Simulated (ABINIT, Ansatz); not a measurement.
## BaS (Fm-3m): G0W0 with ABINIT, start to end

How does a plane-wave GW calculation on BaS (Fm-3m) run from the first input to the gap?

Program: ABINIT 10.8.3. Level of theory: PBE and many-body steps on it, plane waves. Results are calculated unless marked as measured.

## Step 1: Set-up

The structure is cubic, space group Fm-3m (No. 225). Conventional cell: a = 6.388 Å, b = 6.388 Å, c = 6.388 Å, α = 90.00°, β = 90.00°, γ = 90.00°. Nearest to Ba lie 6 S at 3.19 Å. Nearest to S lie 6 Ba at 3.19 Å. Farther neighbours and most contacts between anions are not listed.

The cell and positions come from the Crystallography Open Database and are kept as given unless a step says otherwise. Spin-orbit coupling is left out unless a step names it.

## Step 2: Ground state

This step: ABINIT 10.8.3; DFT, PBE, plane waves, norm-conserving pseudopotentials.

The ground-state density comes first.

The input, run.abi:

```
acell 3*1.0 Angstrom
rprim 
  0.000000000000 3.193750000000 3.193750000000
  3.193750000000 0.000000000000 3.193750000000
  3.193750000000 3.193750000000 0.000000000000
ntypat 2
znucl 56 16
natom 2
typat 1 2
xred 
  0.000000000000 0.000000000000 0.000000000000
  0.500000000000 0.500000000000 0.500000000000
pp_dirpath "pseudos"
pseudos "Ba.upf, S.upf"
ecut 20
ngkpt 6 6 6
nshiftk 1
shiftk 0 0 0
kptopt 1
chksymbreak 0
nband 13
occopt 1
tolvrs 1e-10
nstep 60
prtwf 0
optforces 0
optstress 0
indata_prefix "in"
outdata_prefix "out"
tmpdata_prefix "tmp"
```

Started as:

```console
$ OMP_NUM_THREADS=1 mpirun -n 4 abinit run.abi > log
```

Numbers of over 12 decimals in the logs are rounded to 6 here.

What it wrote:

```text
.Version 10.8.3 of ABINIT. v10.8.2 released Aug 2026.

 Symmetries : space group Fm -3 m (#225); Bravais cF (face-center cubic)
================================================================================
 Values of the parameters that define the memory need of the present run
     intxc =       0    ionmov =       0      iscf =       7    lmnmax =       6
     lnmax =       6     mgfft =      36  mpssoang =       3    mqgrid =    3001
     natom =       2  nloc_mem =       1    nspden =       1   nspinor =       1
    nsppol =       1      nsym =      48    n1xccc =    2501    ntypat =       2
    occopt =       1   xclevel =       2
-    mband =          13        mffmem =           1         mkmem =           4
       mpw =        1895          nfft =       46656          nkpt =          16
================================================================================
  Rough estimation (10% accuracy) of disk space for files :
================================================================================

--------------------------------------------------------------------------------
------------- Echo of variables that govern the present computation ------------
--------------------------------------------------------------------------------
 -outvars: echo values of preprocessed input variables --------
            acell      1.8897261259E+00  1.8897261259E+00  1.8897261259E+00 Bohr

      chksymbreak           0
             ecut      2.00000000E+01 Hartree
-          fftalg         312

              ixc     -101130
              kpt      0.00000000E+00  0.00000000E+00  0.00000000E+00
                       1.66666667E-01  0.00000000E+00  0.00000000E+00
                       3.33333333E-01  0.00000000E+00  0.00000000E+00
                       5.00000000E-01  0.00000000E+00  0.00000000E+00
                       1.66666667E-01  1.66666667E-01  0.00000000E+00
                       3.33333333E-01  1.66666667E-01  0.00000000E+00
                       5.00000000E-01  1.66666667E-01  0.00000000E+00
                      -3.33333333E-01  1.66666667E-01  0.00000000E+00
                      -1.66666667E-01  1.66666667E-01  0.00000000E+00
   [... 5 further rows ...]
                      -3.33333333E-01  3.33333333E-01  1.66666667E-01
                      -3.33333333E-01  5.00000000E-01  1.66666667E-01
         kptrlatt        6    0    0      0    6    0      0    0    6
          kptrlen      5.12113274E+01
P           mkmem           4
            natom           2
            nband          13
            ngfft          36      36      36
             nkpt          16
            nstep          60
             nsym          48
           ntypat           2
              occ      2.000000  2.000000  2.000000  2.000000  2.000000  2.000000
                       2.000000  2.000000  0.000000  0.000000  0.000000  0.000000
                       0.000000
        optforces           0
        optstress           0
            prtwf           0
            rprim      0.0000000000E+00  3.1937500000E+00  3.1937500000E+00
[...]
spgroup         225

           tolvrs      1.00000000E-10

             xred      0.0000000000E+00  0.0000000000E+00  0.0000000000E+00
[...]
znucl       56.00000   16.00000

================================================================================

 chkinp: Checking input parameters for consistency.

================================================================================
== DATASET  1 ==================================================================
-   mpi_nproc: 4, omp_nthreads: 1 (-1 if OMP is not activated)

--- !DatasetInfo
iteration_state: {dtset: 1, }
dimensions: {natom: 2, nkpt: 16, mband: 13, nsppol: 1, nspinor: 1, nspden: 1, mpw: 1895, }
cutoff_energies: {ecut:  20.0, pawecutdg:  -1.0, }
electrons: {nelect:   1.60000000E+01, charge:   0.00000000E+00, occopt:   1.00000000E+00, tsmear:   1.00000000E-02, }

 Real(R)+Recip(G) space primitive vectors, cartesian coordinates (Bohr,Bohr^-1):
 R(1)=  0.0000000  6.0353128  6.0353128  G(1)= -0.0828457  0.0828457  0.0828457
 R(2)=  6.0353128  0.0000000  6.0353128  G(2)=  0.0828457 -0.0828457  0.0828457
 R(3)=  6.0353128  6.0353128  0.0000000  G(3)=  0.0828457  0.0828457 -0.0828457
 Unit cell volume ucvol=  4.3967255E+02 bohr^3
 Angles (23,13,12)=  6.00000000E+01  6.00000000E+01  6.00000000E+01 degrees

 getcut: wavevector=  0.0000  0.0000  0.0000  ngfft=  36  36  36
         ecut(hartree)=     20.000   => boxcut(ratio)=   2.09511

--- Pseudopotential description ------------------------------------------------
- Ba Generated using ONCVPSP code by D. R. Hamann
- 56.00000  10.00000  171031                  znucl, zion, pspdat
12 -101130 2 -1 1958                          pspcod,pspxc,lmax,lloc,mmax
     nproj     2     2     2
  pspatm : epsatm=   26.75150155
         --- l  ekb(1:nproj) -->
[...]
pspatm: atomic psp has been read  and splines computed

- S Generated using ONCVPSP code by D. R. Hamann
- 16.00000   6.00000  171031                  znucl, zion, pspdat
12 -101130 2 -1 1146                          pspcod,pspxc,lmax,lloc,mmax
     nproj     2     2     2
  pspatm : epsatm=    9.01821529
         --- l  ekb(1:nproj) -->
[...]
2   -3.547662   -0.986524
 pspatm: atomic psp has been read  and splines computed

   5.72315469E+02                                ecore*ucvol(ha*bohr**3)
--------------------------------------------------------------------------------

_setup2: Arith. and geom. avg. npw (full set) are    1876.949    1876.934

================================================================================

--- !BeginCycle
iteration_state: {dtset: 1, }
solver: {iscf: 7, nstep: 60, nline: 4, wfoptalg: 0, }
tolerances: {tolvrs: 1.00E-10, }

     iter   Etot(hartree)      deltaE(h)  residm     vres2
 ETOT  1  -39.242068987225    -3.924E+01 3.180E-02 1.182E+02
 ETOT  2  -39.275234710255    -3.317E-02 2.365E-03 2.172E+01
 ETOT  3  -39.281209828319    -5.975E-03 6.469E-04 1.290E-01
 ETOT  4  -39.281229767250    -1.994E-05 3.008E-04 3.963E-03
 ETOT  5  -39.281230292591    -5.253E-07 1.605E-04 5.116E-04
 ETOT  6  -39.281230330662    -3.807E-08 1.003E-04 6.916E-06
 ETOT  7  -39.281230331016    -3.540E-10 5.442E-05 1.151E-07
 ETOT  8  -39.281230331027    -1.058E-11 1.039E-04 2.661E-09
 ETOT  9  -39.281230331027    -2.984E-13 5.802E-05 1.062E-11

 At SCF step    9       vres2   =  1.06E-11 < tolvrs=  1.00E-10 =>converged.

--- !ResultsGS
iteration_state: {dtset: 1, }
comment   : Summary of ground state results
lattice_vectors:
- [  0.0000000,   6.0353128,   6.0353128, ]
- [  6.0353128,   0.0000000,   6.0353128, ]
- [  6.0353128,   6.0353128,   0.0000000, ]
lattice_lengths: [   8.53522,    8.53522,    8.53522, ]
lattice_angles: [ 60.000,  60.000,  60.000, ] # degrees, (23, 13, 12)
lattice_volume:   4.3967255E+02
convergence: {deltae: -2.984E-13, res2:  1.062E-11, residm:  5.802E-05, diffor:  0.000E+00, }
etotal    :  -3.92812303E+01
entropy   :   0.00000000E+00
fermie    :   1.35251724E-01
cartesian_stress_tensor: null
pressure_GPa: null
xred      :
- [  0.0000E+00,   0.0000E+00,   0.0000E+00, Ba]
- [  5.0000E-01,   5.0000E-01,   5.0000E-01,  S]
cartesian_forces: null
force_length_stats: {min: null, max: null, mean: null, }

 Integrated electronic density in atomic spheres:
 ------------------------------------------------
 Atom  Sphere_radius  Integrated_density
    1        2.00000          5.25430540
    2        2.00000          3.90719631
================================================================================

 ----iterations are completed or convergence reached----

 Mean square residual over all n,k,spin=   33.073E-08; max=  58.017E-06
 reduced coordinates (array xred) for    2 atoms
       0.000000000000      0.000000000000      0.000000000000
       0.500000000000      0.500000000000      0.500000000000
 rms dE/dt=  0.0000E+00; max dE/dt=  0.0000E+00; dE/dt below (all hartree)
    1       0.000000000000      0.000000000000      0.000000000000
    2       0.000000000000      0.000000000000      0.000000000000

 cartesian coordinates (angstrom) at end:
    1      0.000000     0.000000     0.000000
    2      3.193750     3.193750     3.193750
 length scales=  1.889726125908  1.889726125908  1.889726125908 bohr
              =  1.000000000000  1.000000000000  1.000000000000 angstroms
 prteigrs : about to open file out_EIG
 Fermi (or HOMO) energy (hartree) =   0.13525   Average Vxc (hartree)=  -0.32348
 Eigenvalues (hartree) for nkpt=  16  k points:
 kpt#   1, nband= 13, wtk=  0.00463, kpt=  0.0000  0.0000  0.0000 (reduced coord)
  -0.82223   -0.27251   -0.27251   -0.27251   -0.24447    0.13525    0.13525    0.13525
   0.26850    0.27880    0.27880    0.27880    0.31275
 prteigrs : prtvol=0 or 1, do not print more k-points.

--- !EnergyTerms
iteration_state     : {dtset: 1, }
comment             : Components of total free energy in Hartree
kinetic             :  1.04138794732330E+01
hartree             :  4.59963194922186E+00
xc                  : -9.90362167133526E+00
Ewald energy        : -3.12456541786108E+01
psp_core            :  1.30168570283962E+00
local_psp           : -1.93928962182889E+01
non_local_psp       :  4.94574461191331E+00
total_energy        : -3.92812303310272E+01
total_energy_eV     : -1.06889673075492E+03
band_energy         : -3.15279145431248E+00

== END DATASET(S) ==============================================================
================================================================================

 -outvars: echo values of variables after computation  --------
           etotal     -3.9281230331E+01
            nband          13
             nkpt          16
          spgroup         225
 [... the other variables as echoed above ...]

 Calculation completed.
```

It took 5.8 s on 4 MPI ranks of Arm Neoverse V1, shared host; peak memory 0.26 GiB.

This step gave:

```
total energy               : -1068.8967 eV
gap                        : 2.146 eV
k of the valence top       : 0, 0, 0
k of the conduction bottom : 0.5, 0.5, 0
least direct gap           : 2.272 eV
```

The gap is indirect, with the least direct gap 0.13 eV higher.

(Continued in part 2 of 3.)

[Paths, hosts, dates, memory and timing lines, banners, echoed tables and standing remarks are left out of the program output.]

[Logs are printed without paths, hosts, clocks, repeated set-up lines and the standing remarks that a program may print on its own settings, such as how far it seeks lower states.]

[Runs of the session that timed out or met a known fault of the program may be left out.]

[Hosts, paths, dates, database ids (printed as entryN), source tags and the programs' standing remarks are cut or masked in the printed files.]

[G0W0 gaps are taken among the corrected bands and points alone; a level outside them can change the order at an edge.]

[Where Ansatz stands beside ABINIT at settings called matched, ABINIT's density can come from a denser mesh and the files from another edition; pairs whose starting gaps differed by over 0.03 eV were left out, so agreement reads better than it is.]
